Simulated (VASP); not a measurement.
# CoSi2 (mix) (Fm-3m) in VASP: a series of runs

One crystal, CoSi2 (mix), is run at these levels: PBE; tasks: single point, relaxation of cell and atoms.

Everything below comes from runs of VASP 6.6.1. Logs are shortened: lines on timing, memory, paths and dates and some standing lists are left out, and cuts for length are marked.

**1. The structure**

It takes space group Fm-3m (No. 225, cubic). Conventional cell: a = 5.360 Å, b = 5.360 Å, c = 5.360 Å, α = 90.00°, β = 90.00°, γ = 90.00°. Co (site symmetry m-3m) has 8 Si at 2.32 Å as nearest neighbours. Si (site symmetry -43m) is surrounded by 4 Co at 2.32 Å.

**2. Single point, PBE**

INCAR reads:

```
SYSTEM = CoSi2
  PREC = Accurate
  ENCUT = 520
  EDIFF = 1E-6
  ISMEAR = 0
  SIGMA = 0.1
  LREAL = .False.
  LASPH = .True.
  NELM = 100
  ALGO = Normal
  ISIF = 2
  LWAVE = .False.
  LCHARG = .False.
  GGA = PE
  NBANDS = 16
```

KPOINTS reads:

```
regular mesh
0
Gamma
  14 14 14
  0 0 0
```

POSCAR reads:

```
CoSi2
1.0
    0.0000000000      2.6799192231      2.6799192231
    2.6799192231      0.0000000000      2.6799192231
    2.6799192231      2.6799192231      0.0000000000
Co Si
1 2
Direct
    0.0000000000      0.0000000000      0.0000000000
    0.2500000000      0.2500000000      0.2500000000
    0.7500000000      0.7500000000      0.7500000000
```

Potentials or basis: VASP PAW PBE potentials, release 64 (Co, Si).

The run is started by

```sh
> cat potpaw_PBE.64/Co/POTCAR potpaw_PBE.64/Si/POTCAR > POTCAR
> mpirun -np 1 vasp_std > vasp.out
```

OUTCAR:

```text
SYSTEM = CoSi2
   PREC = Accurate
   ENCUT = 520
   EDIFF = 1E-6
   ISMEAR = 0
   LREAL = .False.
   LASPH = .True.
   NELM = 100
   ISIF = 2
   GGA = PE

 ion  position               nearest neighbor table
   1  0.000  0.000  0.000-   3 2.32   2 2.32   3 2.32   2 2.32   3 2.32   3 2.32   2 2.32   2 2.32

   2  0.250  0.250  0.250-   1 2.32   1 2.32   1 2.32   1 2.32   3 2.68   3 2.68   3 2.68   3 2.68
                             3 2.68   3 2.68
   3  0.750  0.750  0.750-   1 2.32   1 2.32   1 2.32   1 2.32   2 2.68   2 2.68   2 2.68   2 2.68
                             2 2.68   2 2.68

  LATTYP: Found a face centered cubic cell.
 ALAT       =     5.3598384462

  Lattice vectors:

 A1 = (   0.0000000000,   2.6799192231,   2.6799192231)
 A2 = (   2.6799192231,   0.0000000000,   2.6799192231)
 A3 = (   2.6799192231,   2.6799192231,   0.0000000000)

Analysis of symmetry for initial positions (statically):
=====================================================================
 Subroutine PRICEL returns:
 Original cell was already a primitive cell.

 Routine SETGRP: Setting up the symmetry group for a
 face centered cubic supercell.

 Subroutine GETGRP returns: Found 48 space group operations
 (whereof 48 operations were pure point group operations)
 out of a pool of 48 trial point group operations.

The static configuration has the point symmetry O_h .

Analysis of symmetry for dynamics (positions and initial velocities):
=====================================================================
 Subroutine PRICEL returns:
 Original cell was already a primitive cell.

 Routine SETGRP: Setting up the symmetry group for a
 face centered cubic supercell.

 Subroutine GETGRP returns: Found 48 space group operations
 (whereof 48 operations were pure point group operations)
 out of a pool of 48 trial point group operations.

The dynamic configuration has the point symmetry O_h .

 Subroutine INISYM returns: Found 48 space group operations
 (whereof 48 operations are pure point group operations),
 and found     1 'primitive' translations

----------------------------------------------------------------------------------------

                                     Primitive cell

  volume of cell :      38.4942

  direct lattice vectors                    reciprocal lattice vectors
     0.000000000  2.679919223  2.679919223    -0.186572788  0.186572788  0.186572788
     2.679919223  0.000000000  2.679919223     0.186572788 -0.186572788  0.186572788
[... 89 lines left out ...]
   EDIFFG = 0.1E-04   stopping-criterion for IOM
   NSW    =      0    number of steps for IOM
   IBRION =     -1    ionic relax: 0-MD 1-quasi-New 2-CG
   NFREE  =      0    steps in history (QN), initial steepest desc. (CG)
   ISIF   =      2    stress and relaxation
   ISYM   =      2    0-nonsym 1-usesym 2-fastsym
   POTIM  = 0.5000    time-step for ionic-motion
   TEBEG  =    0.0;   TEEND  =   0.0 temperature during run
   PSTRESS=    0.0 pullay stress
   NELECT =      17.0000    total number of electrons
   NUPDOWN=      -1.0000    fix difference up-down
   EMIN   =  10.00;   EMAX   =-10.00  energy-range for DOS
   EFERMI =   0.00;   METHOD = LEGACY
   ISMEAR =     0;   SIGMA  =   0.10  broadening in eV -4-tet -1-fermi 0-gaus
   EFERMI_NEDOS =   21; number of points for ismear=-14 and -15
   IALGO  =     38    algorithm
   IMIX   =      4    mixing-type and parameters
     AMIX     =   0.40;   BMIX     =  1.00
     AMIX_MAG =   1.60;   BMIX_MAG =  1.00
  volume/ion in A,a.u.               =      12.83        86.59
  Fermi-wavevector in a.u.,A,eV,Ry     =   1.246693  2.355908 21.146757  1.554243
  Thomas-Fermi vector in A             =   2.380859
   LORBIT       =      0    0 simple, 1 ext, 2 COOP (PROOUT), +10 PAW based schemes
   GGA     = PE    functional components
   LHFCALC =     F    Hartree Fock is set to
   AEXX    =    0.0000 exact exchange contribution
   IVDW    =     0    specifies the selected vdW correction
   LEPSILON=     F    determine dielectric tensor
   LRPA    =     F    only Hartree local field effects (RPA)
 non-spin polarized calculation
 Gauss-broadening in eV      SIGMA  =   0.10
  energy-cutoff  :      520.00
  volume of cell :       38.49
 maximum number of plane-waves:      1056
   NGX = 15   NGY = 15   NGZ = 15

 number of electron      16.9999995 magnetization

 Free energy of the ion-electron system (eV)
  ---------------------------------------------------
  ext. energy  EPLUGINS =         0.00000000
  ---------------------------------------------------
  free energy    TOTEN  =       -19.29741162 eV

  energy without entropy =      -19.29224650  energy(sigma->0) =      -19.29482906

 E-fermi :  10.0757     XC(G=0): -11.7364

 val. band max:       10.0728753130   @ k =   0.4286   0.2143   0.0714
 cond. band min:      10.0933978738   @ k =   0.3571   0.0714   0.0000
 fundamental gap:      0.0205225608
 Fermi energy:        10.0757170970

 k-point     1 :       0.0000    0.0000    0.0000
  band No.  band energies     occupation
      1      -3.0440      2.00000
      2       5.9963      2.00000
      3       5.9963      2.00000
      4       5.9963      2.00000
      5       8.1643      2.00000
      6       8.1643      2.00000
[... 433 lines left out ...]
      3       6.1323      2.00000
      4       6.2077      2.00000
      5       7.3402      2.00000
      6       8.3405      2.00000
[... 8 lines left out ...]
     15      18.3866      0.00000
     16      18.6370      0.00000

 [... further k-points ...]

------------------------ aborting loop because EDIFF is reached ----------------------------------------

  FORCE on cell =-STRESS in cart. coord.  units (eV):
  Direction    XX          YY          ZZ          XY          YZ          ZX
  --------------------------------------------------------------------------------------
  -------------------------------------------------------------------------------------
  Total       -0.0549646     -0.0549646     -0.0549646      0.0000000      0.0000000     -0.0000000
  in kB       -2.2876984     -2.2876984     -2.2876984      0.0000000      0.0000000     -0.0000000
  external PRESSURE =      -2.2876984 kB  Pullay stress =       0.0000000 kB

 VOLUME and BASIS-vectors are now :
 -----------------------------------------------------------------------------
  energy-cutoff  :      520.00
  volume of cell :       38.49
      direct lattice vectors                 reciprocal lattice vectors
     0.000000000  2.679919223  2.679919223    -0.186572788  0.186572788  0.186572788
     2.679919223  0.000000000  2.679919223     0.186572788 -0.186572788  0.186572788
     2.679919223  2.679919223  0.000000000     0.186572788  0.186572788 -0.186572788

 POSITION                                       TOTAL-FORCE (eV/Angst)
 -----------------------------------------------------------------------------------
      0.00000      0.00000      0.00000        -0.000000      0.000000     -0.000000
      1.33996      1.33996      1.33996        -0.000000     -0.000000     -0.000000
      4.01988      4.01988      4.01988         0.000000      0.000000      0.000000
 -----------------------------------------------------------------------------------
    total drift:                               -0.000000     -0.000000      0.000000

  FREE ENERGIE OF THE ION-ELECTRON SYSTEM (eV)
  ---------------------------------------------------
  free  energy   TOTEN  =       -19.2974116214 eV

  energy  without entropy=      -19.2922465008  energy(sigma->0) =      -19.29482906
```

Wall time 53 s (1 thread of Intel Xeon Platinum 8259CL at 2.50GHz (Skylake/Cascade Lake), shared host); peak memory 0.2 GiB.

Results:

```yaml
Free_energy: -19.2974 eV
Pressure: -0.2 GPa
Band_gap_on_the_k_mesh: none (metal or under the smearing width)
```

Spin polarisation is off, so any magnetic state and its effect on volume and gap are missing.

**3. Relaxation of cell and atoms, PBE**

This run uses another cell than the first one, of 12.80 Å³/atom, 0.998 times its volume.

INCAR reads:

```
SYSTEM = CoSi2
  PREC = Accurate
  ENCUT = 600
  EDIFF = 1E-7
  ISMEAR = 0
  SIGMA = 0.1
  LREAL = .FALSE.
  LASPH = .TRUE.
  NELM = 100
  ALGO = Fast
  ISIF = 3
  LWAVE = .FALSE.
  LCHARG = .FALSE.
  GGA = PE
  IBRION = 2
  NSW = 100
  EDIFFG = -0.002
```

KPOINTS reads:

```
regular mesh
0
G
  14 14 14
  0 0 0
```

POSCAR reads:

```
CoSi2
1.0
    0.0000000000      2.6780000000      2.6780000000
    2.6780000000      0.0000000000      2.6780000000
    2.6780000000      2.6780000000      0.0000000000
Co Si
1 2
Direct
    0.0000000000      0.0000000000      0.0000000000
    0.2500000000      0.2500000000      0.2500000000
    0.7500000000      0.7500000000      0.7500000000
```

Potentials or basis: VASP PAW PBE potentials, release 64 (Co, Si).

The run is started by

```sh
> cat potpaw_PBE.64/Co/POTCAR potpaw_PBE.64/Si/POTCAR > POTCAR
> mpirun -np 1 vasp_std > vasp.out
```

OUTCAR:

```text
SYSTEM = CoSi2
   PREC = Accurate
   ENCUT = 600
   EDIFF = 1E-7
   ISMEAR = 0
   LREAL = .FALSE.
   LASPH = .TRUE.
   NELM = 100
   ISIF = 3
   GGA = PE
   IBRION = 2
   NSW = 100
   EDIFFG = -0.002

 ion  position               nearest neighbor table
   1  0.000  0.000  0.000-   3 2.32   2 2.32   3 2.32   2 2.32   3 2.32   3 2.32   2 2.32   2 2.32

   2  0.250  0.250  0.250-   1 2.32   1 2.32   1 2.32   1 2.32   3 2.68   3 2.68   3 2.68   3 2.68
                             3 2.68   3 2.68
   3  0.750  0.750  0.750-   1 2.32   1 2.32   1 2.32   1 2.32   2 2.68   2 2.68   2 2.68   2 2.68
                             2 2.68   2 2.68

  LATTYP: Found a face centered cubic cell.
 ALAT       =     5.3560000000

  Lattice vectors:

 A1 = (   0.0000000000,   2.6780000000,   2.6780000000)
 A2 = (   2.6780000000,   0.0000000000,   2.6780000000)
 A3 = (   2.6780000000,   2.6780000000,   0.0000000000)

Analysis of symmetry for initial positions (statically):
=====================================================================
 Subroutine PRICEL returns:
 Original cell was already a primitive cell.

 Routine SETGRP: Setting up the symmetry group for a
 face centered cubic supercell.

 Subroutine GETGRP returns: Found 48 space group operations
 (whereof 48 operations were pure point group operations)
 out of a pool of 48 trial point group operations.

The static configuration has the point symmetry O_h .

[... 243 lines left out ...]
  ext. energy  EPLUGINS =         0.00000000
  ---------------------------------------------------
  free energy    TOTEN  =       -19.29733980 eV

  energy without entropy =      -19.29217846  energy(sigma->0) =      -19.29475913

 E-fermi :  10.0891     XC(G=0): -11.7409

 val. band max:       10.0863116392   @ k =   0.4286   0.2143   0.0714
 cond. band min:      10.1066327192   @ k =   0.3571   0.0714   0.0000
 fundamental gap:      0.0203210800
 Fermi energy:        10.0891147625

 k-point     1 :       0.0000    0.0000    0.0000
  band No.  band energies     occupation
      1      -3.0382      2.00000
      2       6.0052      2.00000
      3       6.0052      2.00000
      4       6.0052      2.00000
      5       8.1742      2.00000
      6       8.1742      2.00000
      7      10.8230      0.00000
      8      13.4807      0.00000
      9      13.4807      0.00000
     10      13.4816      0.00000
     11      13.5270      0.00000
     12      13.5270      0.00000
[... 331 lines left out ...]
 k-point    24 :       0.2857    0.1429    0.0000
  band No.  band energies     occupation
      1      -1.9185      2.00000
      2       4.2299      2.00000
      3       6.1414      2.00000
      4       6.2168      2.00000
      5       7.3497      2.00000
      6       8.3507      2.00000
      7       9.1884      2.00000
      8      10.1898      0.15445
      9      10.8089      0.00000
     10      11.9933      0.00000
     11      14.2470      0.00000
     12      14.9187      0.00000

 [... further k-points ...]

------------------------ aborting loop because EDIFF is reached ----------------------------------------

  FORCE on cell =-STRESS in cart. coord.  units (eV):
  Direction    XX          YY          ZZ          XY          YZ          ZX
  --------------------------------------------------------------------------------------
  -------------------------------------------------------------------------------------
  Total        0.0056362      0.0056362      0.0056362      0.0000000      0.0000000      0.0000000
  in kB        0.2348216      0.2348216      0.2348216      0.0000000      0.0000000      0.0000000
  external PRESSURE =       0.2348216 kB  Pullay stress =       0.0000000 kB
[... 18 lines left out ...]
  FREE ENERGIE OF THE ION-ELECTRON SYSTEM (eV)
  ---------------------------------------------------
  free  energy   TOTEN  =       -19.2973398001 eV

  energy  without entropy=      -19.2921784569  energy(sigma->0) =      -19.29475913

 reached required accuracy - stopping structural energy minimisation
```

It took 2.8 min on 1 thread of Intel Xeon Platinum 8259CL at 2.50GHz (Skylake/Cascade Lake), shared host; peak memory 0.21 GiB.

Results:

```
Free energy                            : -19.2973 eV
Relaxed volume                         : 12.82 Å³/atom
Relaxed cell                           : a = 3.789 Å, b = 3.789 Å, c = 3.789 Å, α = 60.00°, β = 60.00°, γ = 60.00°
Space group after relaxing (to 0.05 Å) : Fm-3m (No. 225)
Energy gained by relaxing              : 0.0 meV/atom
Ionic steps                            : 3
Pressure after relaxing                : 0.0 GPa
Band gap on the k mesh                 : none (metal or under the smearing width)
```

Final structure:
```
Co Si
1.0
     0.00000    2.67902    2.67902
     2.67902    0.00000    2.67902
     2.67902    2.67902    0.00000
Co Si
1 2
Direct
  0.00000 0.00000 0.00000
  0.25000 0.25000 0.25000
  0.75000 0.75000 0.75000
```

**4. Single point, PBE**

This run uses another cell than the first one, of 12.80 Å³/atom, 0.998 times its volume.

INCAR reads:

```
PREC = Accurate
ENCUT = 520
EDIFF = 1E-6
ISMEAR = 0
SIGMA = 0.1
LREAL = F
LASPH = T
NELM = 100
ALGO = Fast
ISIF = 2
LWAVE = F
LCHARG = F
GGA = PE
NBANDS = 16
```

KPOINTS reads:

```
Automatic mesh
0
Gamma
  6 6 6
```

POSCAR is that of step 3.

The run is started by

```sh
> cat potpaw_PBE.64/Co/POTCAR potpaw_PBE.64/Si/POTCAR > POTCAR
> mpirun -np 1 vasp_std > vasp.out
```

It took 13 s on 1 thread of Intel Xeon Platinum 8259CL at 2.50GHz (Skylake/Cascade Lake), shared host; peak memory 0.15 GiB.

The run converged. Its results:

| Quantity | Value |
| --- | --- |
| Free energy | -19.2901 eV |
| Pressure | 0.2 GPa |
| Band gap on the k mesh | none (metal or under the smearing width) |

Levels at points of the mesh, in eV from the Fermi level:
```
           k point  band 6  band 7  band 8  band 9  band 10  band 11  band 12  band 13
(0.00, 0.00, 0.00)   -2.03    0.63    3.28    3.28     3.28     3.32     3.32     3.32
(0.50, 0.00, 0.00)   -1.75   -1.75   -0.60   -0.60     2.56     3.28     3.28     4.22
(0.50, 0.50, 0.00)   -2.08   -2.08   -2.04   -1.46     1.45     2.80     8.42     9.46
```

**5. Summary**

```tsv
task	cell	k mesh	cutoff (eV)	gap on the mesh (eV)	pressure (GPa)
single point	Fm-3m, 12.83 Å³/atom	14 × 14 × 14	520	none	-0.2
relaxation of cell and atoms	relaxed	14 × 14 × 14	600	none	0.0
single point	Fm-3m, 12.8 Å³/atom	6 × 6 × 6	520	none	0.2
```

Alike in all rows: level PBE; potentials or basis VASP PAW PBE potentials, release 64 (Co, Si); no spin polarisation; smearing gaussian 0.1 eV.

Total energies depend on the potentials used, so only differences within one code and one set of settings carry meaning.
